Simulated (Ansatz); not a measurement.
Input and command of a calculation in Ansatz (plane waves; scalar-relativistic PAW potentials unless the input names others):

```yaml
crystal:
  lattice:
    - [3.8392095518, 0.0184532218, 0.0746959482]
    - [-1.903623817, 3.2622533154, -0.0280305239]
    - [0.0954929232, 0.0137543664, 4.7280102635]
  atoms:
    - { symbol: Pt, position: [0.0023667947, 0.0015470984, -0.0010291156] }
    - { symbol: Se, position: [0.3301728369, 0.6657677067, 0.2659026972] }
    - { symbol: Se, position: [0.6674603684, 0.3326851948, 0.7351264184] }
basis:
  ecutwfc: 420
kpoints:
  mp_grid: { grid: [12, 11, 9] }
hamiltonian:
  xc: pbe
  dispersion: d3bj
scf:
  occupations: { method: gaussian, width: 0.15 }
  max_iter: 75
output:
  forces: true
  eigenvalues: true
  stress: true
```

```bash
ansatz run input.yaml --threads 1 --pin off --max-ram 2560MiB --backend cpu --events-out ev --progress --plain --runs-dir out
```

Abridged log:
```
Basis set: ecut = 420 eV, 1159 PW (Γ), exchange–correlation on 54×54×64 points (8 copies of the dense FFT grid, shifted against one another)
Bands: 30, of which v1, the nominal top of the filled ones, is band 25 counted from 1 (24 counted from 0)
Symmetry: 1 space group operations
k-points: 595 of 1188 (time reversal used)
SCF iter   1: F=—  HF=-23463.707829 eV  |F-HF|=—  |Δ(HF+E_count)|=         —  Δρ=3.16e-3  dr2=5.15e-3  ethr=1.77e-3  ⟨swp⟩=5.1  Hψ=67116  notcnv=0
SCF iter   2: F=—  HF=-23463.709615 eV  |F-HF|=—  |Δ(HF+E_count)|=   1.79e-3  Δρ=1.80e-3  dr2=2.72e-3  ethr=1.03e-5  ⟨swp⟩=2.0  Hψ=30959  notcnv=0
SCF iter   3: F=—  HF=-23463.709093 eV  |F-HF|=—  |Δ(HF+E_count)|=   5.22e-4  Δρ=3.08e-4  dr2=4.95e-5  ethr=5.44e-6  ⟨swp⟩=2.0  Hψ=22554  notcnv=0
SCF iter   4: F=—  HF=-23463.709116 eV  |F-HF|=—  |Δ(HF+E_count)|=   2.28e-5  Δρ=4.29e-5  dr2=8.08e-7  ethr=9.89e-8  ⟨swp⟩=2.0  Hψ=31827  notcnv=0
SCF iter   5: F=—  HF=-23463.709117 eV  |F-HF|=—  |Δ(HF+E_count)|=   8.08e-7  Δρ=1.42e-5  dr2=2.61e-7  ethr=1.62e-9  ⟨swp⟩=3.0  Hψ=32519  notcnv=0
SCF iter   6: F=-23463.709117 eV  HF=-23463.709117 eV  |F-HF|=5.57e-9  |Δ(HF+E_count)|=   3.93e-8  Δρ=2.98e-6  dr2=2.46e-9  ethr=2.00e-10  ⟨swp⟩=6.1  Hψ=76957  notcnv=0
SCF 1 converged in 6 iterations: F = -23463.709117 eV  dr2 = 2.46e-9
SCF converged after 6 iterations
Free energy (F): -23463.709117 eV
Harris-Foulkes:  -23463.709117 eV  (|F-HF|=5.57e-9)
Internal energy: -23463.701185 eV  (E = F + TS)
E sigma→0 (E₀):  -23463.705151 eV
Entropy (-TS):   -0.007932 eV (-2.644 meV/atom)
Fermi energy:    13.627237 eV
  E_disp       = -1.472140  (pairwise vdW)
--- Forces (eV/Å), atoms counted from 1 ---
  atom   1  Pt    -0.13850236    -0.11395162     0.11251046
  atom   2  Se    -0.14339115     0.06299302    -0.01378267
  atom   3  Se     0.28189334     0.05095836    -0.09872822
--- Stress (GPa, compression-positive) ---
       -2.180584       0.852034      -2.768961
        0.852034      -0.408146       0.156873
       -2.768961       0.156873       0.772913
  P = ⅓ Tr σ = -0.6053 GPa (-6.053 kbar)
```

One setting here is unusual or wrong in general: a mesh that breaks the symmetry (kpoints.mp_grid.grid: [12, 12, 8] → [12, 11, 9]). For this cell it did little harm to the result: the run converged in 6 SCF iterations (reference: 6) with an energy at zero smearing 0.26 meV/atom below the reference's, pressure -0.61 GPa, largest force 0.303 eV/Å, no gap on the mesh. A reference run from the same start on usual settings converged with pressure -0.60 GPa, largest force 0.301 eV/Å, no gap on the mesh.

Time: 68 s on 1 thread of AMD EPYC 7R43 64-Core Processor (Zen 3), with other jobs on the host, peak memory 1 GiB.